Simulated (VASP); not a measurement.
Crystal: BeS.

```
S Be
1.0
     0.00000    2.42500    2.42500
     2.42500    0.00000    2.42500
     2.42500    2.42500    0.00000
S Be
1 1
Direct
  0.75000 0.75000 0.75000
  0.00000 0.00000 0.00000
```

Base run:

| Property | Result |
| --- | --- |
| Program | VASP 6.6.1 |
| Functional | r2SCAN-EpsX |
| Potentials or basis | VASP PAW PBE potentials, release 64 (S, Be) |
| Cutoff | 520 eV |
| k mesh | 6 × 6 × 6 |
| Occupations | gaussian, width 0.02 eV |
| Spin | no spin polarisation |

Its results: band gap on the k mesh 4.67 eV, indirect (least direct gap 7.54 eV); pressure 0.7 GPa.

Problem. After a change of settings the same cell gave: band gap on the k mesh 4.76 eV, indirect (least direct gap 7.60 eV); pressure 0.1 GPa. Which change was it?
A. functional from r2SCAN-EpsX to HSE03
B. functional from r2SCAN-EpsX to PBE0
C. functional from r2SCAN-EpsX to HSE06

Solution. B.

Caveats: the PAW data sets were made with another functional, which shifts forces and pressure a little.
